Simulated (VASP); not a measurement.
# CuO (Tenorite) (Cc) in VASP: a series of runs

The runs below take CuO (Tenorite) through optical spectrum, density of states, electric field gradients, with PBE.

Program: VASP 6.6.1. These are calculated values, not measurements. Logs are shortened: lines on timing, memory, paths and dates and some standing lists are left out, and cuts for length are marked.

### 1 Starting point

It takes space group Cc (No. 9, monoclinic). Conventional cell: a = 4.689 Å, b = 3.427 Å, c = 5.132 Å, α = 90.00°, β = 99.65°, γ = 90.00°. Cu (site symmetry 1) has 4 O at 1.91 to 2.02 Å as nearest neighbours. Around O (site symmetry 1) lie 4 Cu at 1.91 to 2.02 Å.

### 2 Optical spectrum, PBE

The input, INCAR:

```
ALGO = Fast ; CSHIFT = 0.05
EDIFF = 1E-7 ; ENCUT = 520
GGA = PE ; ISIF = 2
ISMEAR = 0 ; LASPH = True
LCHARG = False ; LOPTICS = True
LREAL = False ; LWAVE = False
NBANDS = 65 ; NEDOS = 2000
NELM = 60 ; PREC = Accurate
SIGMA = 0.02
```

The input, KPOINTS:

```
k-points
0
Gamma
  10 10 5
```

The input, POSCAR:

```
CuO
1.0
    2.3446500000     -1.7134000000      0.0000000000
    2.3446500000      1.7134000000      0.0000000000
   -0.8605543552      0.0000000000      5.0594363927
Cu O
2 2
Direct
    0.4968000000      0.0032000000      0.5000000000
    0.0032000000      0.4968000000      0.0000000000
    0.4056000000      0.5714000000      0.7537000000
    0.5714000000      0.4056000000      0.2537000000
```

Potentials or basis: VASP PAW PBE potentials, release 64 (Cu, O).

Launch:

```console
cat potpaw_PBE.64/Cu/POTCAR potpaw_PBE.64/O/POTCAR > POTCAR
mpirun -np 1 vasp_std > vasp.out
```

OUTCAR:

```text
EDIFF = 1E-7
   ENCUT = 520
   GGA = PE
   ISIF = 2
   ISMEAR = 0
   LASPH = True
   LREAL = False
   NELM = 60
   PREC = Accurate

 ion  position               nearest neighbor table
   1  0.497  0.003  0.500-   4 1.91   3 1.93   4 1.98   3 2.02
   2  0.003  0.497  0.000-   3 1.91   4 1.93   3 1.98   4 2.02
   3  0.406  0.571  0.754-   2 1.91   1 1.93   2 1.98   1 2.02
   4  0.571  0.406  0.254-   1 1.91   2 1.93   1 1.98   2 2.02

  LATTYP: Found a base centered monoclinic cell.
 ALAT       =     4.6893000000
 B/A-ratio  =     0.7307700510
 C/A-ratio  =     1.0944277397
 COS(beta)  =    -0.1676807457

  Lattice vectors:

 A1 = (   2.3446500000,  -1.7134000000,   0.0000000000)
 A2 = (   2.3446500000,   1.7134000000,   0.0000000000)
 A3 = (  -0.8605543552,   0.0000000000,   5.0594363927)

Analysis of symmetry for initial positions (statically):
=====================================================================
 Subroutine PRICEL returns:
 Original cell was already a primitive cell.

 Routine SETGRP: Setting up the symmetry group for a
 base centered monoclinic supercell.

 Subroutine GETGRP returns: Found  2 space group operations
 (whereof  1 operations were pure point group operations)
 out of a pool of  4 trial point group operations.

The static configuration has the point symmetry C_1 .
 The point group associated with its full space group is C_1h.

Analysis of symmetry for dynamics (positions and initial velocities):
=====================================================================
 Subroutine PRICEL returns:
 Original cell was already a primitive cell.

 Routine SETGRP: Setting up the symmetry group for a
 base centered monoclinic supercell.

 Subroutine GETGRP returns: Found  2 space group operations
 (whereof  1 operations were pure point group operations)
 out of a pool of  4 trial point group operations.

The dynamic configuration has the point symmetry C_1 .
 The point group associated with its full space group is C_1h.

 Subroutine INISYM returns: Found  2 space group operations
 (whereof  1 operations are pure point group operations),
 and found     1 'primitive' translations

----------------------------------------------------------------------------------------

                                     Primitive cell

  volume of cell :      40.6508

  direct lattice vectors                    reciprocal lattice vectors
     2.344650000 -1.713400000  0.000000000     0.213251445 -0.291817439  0.036271720
     2.344650000  1.713400000  0.000000000     0.213251445  0.291817439  0.036271720
    -0.860554355  0.000000000  5.059436393     0.000000000  0.000000000  0.197650474

  length of vectors
     2.903984019  2.903984019  5.132100000     0.363248171  0.363248171  0.197650474

  position of ions in fractional coordinates (direct lattice)
     0.496800000  0.003200000  0.500000000
     0.003200000  0.496800000  0.000000000
     0.405600000  0.571400000  0.753700000
     0.571400000  0.405600000  0.253700000

  ion indices of the primitive-cell ions
   primitive index   ion index
                 1           1
[... 92 lines left out ...]
   IALGO  =     68    algorithm
   IMIX   =      4    mixing-type and parameters
     AMIX     =   0.40;   BMIX     =  1.00
     AMIX_MAG =   1.60;   BMIX_MAG =  1.00
  volume/ion in A,a.u.               =      10.16        68.58
  Fermi-wavevector in a.u.,A,eV,Ry     =   1.542451  2.914811 32.370388  2.379156
  Thomas-Fermi vector in A             =   2.648254
   LORBIT       =      0    0 simple, 1 ext, 2 COOP (PROOUT), +10 PAW based schemes
   GGA     = PE    functional components
   LHFCALC =     F    Hartree Fock is set to
   AEXX    =    0.0000 exact exchange contribution
   IVDW    =     0    specifies the selected vdW correction
   LEPSILON=     F    determine dielectric tensor
   LRPA    =     F    only Hartree local field effects (RPA)
 non-spin polarized calculation
 RMM-DIIS sequential band-by-band and
 Gauss-broadening in eV      SIGMA  =   0.02
  energy-cutoff  :      520.00
  volume of cell :       40.65
 maximum number of plane-waves:      1129
 NGX is ok and might be reduce to    24
   NGX = 11   NGY = 11   NGZ = 19

 number of electron      33.9999999 magnetization

 Free energy of the ion-electron system (eV)
  ---------------------------------------------------
  ext. energy  EPLUGINS =         0.00000000
  ---------------------------------------------------
  free energy    TOTEN  =       -19.47876185 eV

  energy without entropy =      -19.47832223  energy(sigma->0) =      -19.47854204

 E-fermi :   5.6663     XC(G=0): -11.8989

 val. band max:        5.6579877088   @ k =  -0.2000   0.3000   0.4000
 cond. band min:       5.6778312642   @ k =  -0.4000   0.2000   0.4000
 fundamental gap:      0.0198435554
 Fermi energy:         5.6662703574

 k-point     1 :       0.0000    0.0000    0.0000
  band No.  band energies     occupation
      1     -14.2270      2.00000
      2     -12.9135      2.00000
      3      -2.4365      2.00000
      4       0.1481      2.00000
      5       0.5072      2.00000
      6       2.2979      2.00000
[... 757 lines left out ...]
     28      23.6388      0.00000
     29      24.3137      0.00000

 [... further k-points ...]

 [bands above 29 left out]

------------------------ aborting loop because EDIFF is reached ----------------------------------------

  FORCE on cell =-STRESS in cart. coord.  units (eV):
  Direction    XX          YY          ZZ          XY          YZ          ZX
  --------------------------------------------------------------------------------------
  -------------------------------------------------------------------------------------
  Total        1.6078101      1.7472905      1.4642202      0.0000000      0.0000000     -0.5025135
  in kB       63.3689350     68.8663045     57.7095973      0.0000000      0.0000000    -19.8056645
  external PRESSURE =      63.3149456 kB  Pullay stress =       0.0000000 kB

 VOLUME and BASIS-vectors are now :
 -----------------------------------------------------------------------------
  energy-cutoff  :      520.00
  volume of cell :       40.65
      direct lattice vectors                 reciprocal lattice vectors
     2.344650000 -1.713400000  0.000000000     0.213251445 -0.291817439  0.036271720
     2.344650000  1.713400000  0.000000000     0.213251445  0.291817439  0.036271720
    -0.860554355  0.000000000  5.059436393     0.000000000  0.000000000  0.197650474

 POSITION                                       TOTAL-FORCE (eV/Angst)
 -----------------------------------------------------------------------------------
      0.74205     -0.84573      2.52972        -0.649286     -0.367035      0.254519
      1.17233      0.84573      0.00000        -0.649286      0.367035      0.254519
      1.64212      0.28408      3.81330         0.649286     -0.257168     -0.254519
      2.07240     -0.28408      1.28358         0.649286      0.257168     -0.254519
 -----------------------------------------------------------------------------------
    total drift:                               -0.000263      0.000000     -0.000437

  FREE ENERGIE OF THE ION-ELECTRON SYSTEM (eV)
  ---------------------------------------------------
  free  energy   TOTEN  =       -19.4787618463 eV

  energy  without entropy=      -19.4783222297  energy(sigma->0) =      -19.47854204

 electrical conductivity sigma (Mega S m-1) (frequency dependency in vasprun.xml)
  --------------------------------------------------------------------------------------
       0.026       0.000      -0.017
       0.000       0.009       0.000
      -0.017       0.000       0.022

  frequency dependent IMAGINARY DIELECTRIC FUNCTION (independent particle, no local field effects) density-density
     E(ev)      X         Y         Z        XY        YZ        ZX
  --------------------------------------------------------------------------------------------------------------
     0.00000     0.00000     0.00000     0.00000     0.00000     0.00000     0.00000
     0.97327    12.15695     9.62684     7.32215     0.00000     0.00000     3.91131
     1.94654     9.33785     8.27790    18.35653     0.00000     0.00000     4.45578
     2.91981     2.69709     3.74623     5.21342     0.00000     0.00000    -0.12772
     3.89308     1.22634     1.07014     1.02322     0.00000     0.00000     0.04720
     4.86634     3.15256     5.13493     3.66964     0.00000     0.00000     0.52967
[... 92 lines left out ...]
    95.38035     0.00010     0.00011     0.00010     0.00000     0.00000     0.00001
    96.35362     0.00010     0.00010     0.00010     0.00000     0.00000     0.00001

  frequency dependent      REAL DIELECTRIC FUNCTION (independent particle, no local field effects) density-density
     E(ev)        X           Y           Z          XY          YZ          ZX
  --------------------------------------------------------------------------------------------------------------
     0.00000   132.17542    35.32820    92.74619     0.00000     0.00000  -134.88977
     0.97327   -11.22854     0.27818     2.54503     0.00000     0.00000     9.43658
     1.94654     1.42365     4.53963     4.65428     0.00000     0.00000     0.71287
     2.91981    -0.30723     2.14190    -0.43415     0.00000     0.00000    -0.22636
     3.89308     4.07114     5.27850     2.95509     0.00000     0.00000     0.90171
     4.86634     4.95642     4.77072     2.01404     0.00000     0.00000     0.88350
[... 92 lines left out ...]
    95.38035     0.91777     0.91536     0.91850     0.00000     0.00000    -0.00167
    96.35362     0.91970     0.91737     0.92042     0.00000     0.00000    -0.00163

  frequency dependent IMAGINARY DIELECTRIC FUNCTION (independent particle, no local field effects) current-current
     E(ev)      X         Y         Z        XY        YZ        ZX
  --------------------------------------------------------------------------------------------------------------
     0.00000   284.14907    73.53900   199.48335     0.00000     0.00000  -211.18494
     0.97327    10.86989     9.45507     7.44777     0.00000     0.00000     4.87546
     1.94654     9.34822     8.45942    18.51816     0.00000     0.00000     4.48202
     2.91981     2.64871     3.78348     5.16288     0.00000     0.00000    -0.13548
     3.89308     1.30597     1.17937     1.07351     0.00000     0.00000     0.07060
     4.86634     3.23417     5.21211     3.69017     0.00000     0.00000     0.54843
[... 92 lines left out ...]
    95.38035     0.00002     0.00002     0.00002     0.00000     0.00000     0.00001
    96.35362     0.00001     0.00002     0.00001     0.00000     0.00000     0.00001

  frequency dependent      REAL DIELECTRIC FUNCTION (independent particle, no local field effects) current-current
     E(ev)        X           Y           Z          XY          YZ          ZX
  --------------------------------------------------------------------------------------------------------------
     0.00000   114.66709    32.55452    76.01944     0.00000     0.00000   -37.93751
     0.97327   -12.23381    -0.67110     1.98446     0.00000     0.00000     8.67986
     1.94654     0.98280     4.12087     3.73296     0.00000     0.00000     0.39993
     2.91981    -0.37408     2.02000    -0.58841     0.00000     0.00000    -0.25563
     3.89308     4.05152     5.25485     2.94285     0.00000     0.00000     0.88222
     4.86634     4.89997     4.66765     1.94724     0.00000     0.00000     0.86029
[... 92 lines left out ...]
    95.38035     0.91779     0.91537     0.91852     0.00000     0.00000    -0.00170
    96.35362     0.91973     0.91737     0.92044     0.00000     0.00000    -0.00166
```

It took 2.5 min on 1 thread of Intel Xeon 6975P-C (Granite Rapids), shared host; peak memory 0.57 GiB.

Results:

- Free energy: -19.4788 eV
- Pressure: 6.3 GPa
- Largest force: 0.788 eV/Å
- Band gap on the k mesh: none (metal or under the smearing width)

Forces on the atoms (eV/Å):
```
Cu  -0.649 -0.367  0.255
Cu  -0.649  0.367  0.255
O    0.649 -0.257 -0.255
O    0.649  0.257 -0.255
```

Dielectric function (mean over the directions given):
| energy (eV) | real part | imaginary part |
| --- | --- | --- |
| 0.29 | 22.98 | 79.03 |
| 0.78 | -5.72 | 15.20 |
| 1.27 | 2.83 | 3.26 |
| 1.75 | 6.59 | 10.31 |
| 2.24 | 0.58 | 8.10 |
| 2.73 | 0.42 | 4.50 |
| 3.31 | 0.64 | 2.34 |
| 3.80 | 3.45 | 0.75 |
| 4.28 | 4.22 | 3.19 |
| 4.77 | 3.90 | 3.63 |
| 5.26 | 2.65 | 4.64 |
| 5.74 | 3.68 | 4.10 |
| 6.33 | 2.32 | 4.49 |
| 6.81 | 0.84 | 5.00 |
| 7.30 | 0.56 | 3.46 |
| 7.79 | 0.54 | 2.75 |
| 8.27 | 0.54 | 2.30 |
| 8.86 | 1.17 | 1.61 |
| 9.34 | 1.76 | 1.78 |
| 9.83 | 1.84 | 1.95 |
| 10.32 | 2.33 | 1.91 |
| 10.80 | 1.84 | 3.22 |
| 11.29 | 1.18 | 2.74 |
| 11.87 | 0.69 | 2.53 |
| 12.36 | 0.63 | 2.15 |
| 12.85 | 0.83 | 2.06 |
| 13.33 | 0.76 | 1.97 |
| 13.82 | 1.03 | 1.98 |
| 14.40 | 0.81 | 1.96 |
| 14.89 | 0.69 | 2.07 |
| 15.38 | 0.58 | 1.89 |
| 15.86 | 0.43 | 1.65 |
| 16.35 | 0.46 | 1.50 |
| 16.84 | 0.56 | 1.59 |
| 17.42 | 0.40 | 1.49 |
| 17.91 | 0.53 | 1.39 |
| 18.39 | 0.56 | 1.48 |
| 18.88 | 0.40 | 1.38 |
| 19.37 | 0.41 | 1.34 |
| 19.95 | 0.21 | 1.20 |

Caveat: spectra need much finer meshes, so this one isn't converged; independent-particle spectra lack excitons; the intraband (Drude) part of a metal's response may be missing; the run has no spin polarisation, though such a crystal can be magnetic; semilocal functionals often make such compounds metallic where correlation or magnetic order opens a gap, which also shifts bond lengths. With open d or f shells a metallic result of PBE can be an artefact of self-interaction; +U or a hybrid may open a gap.

[end of part 1 of 2]
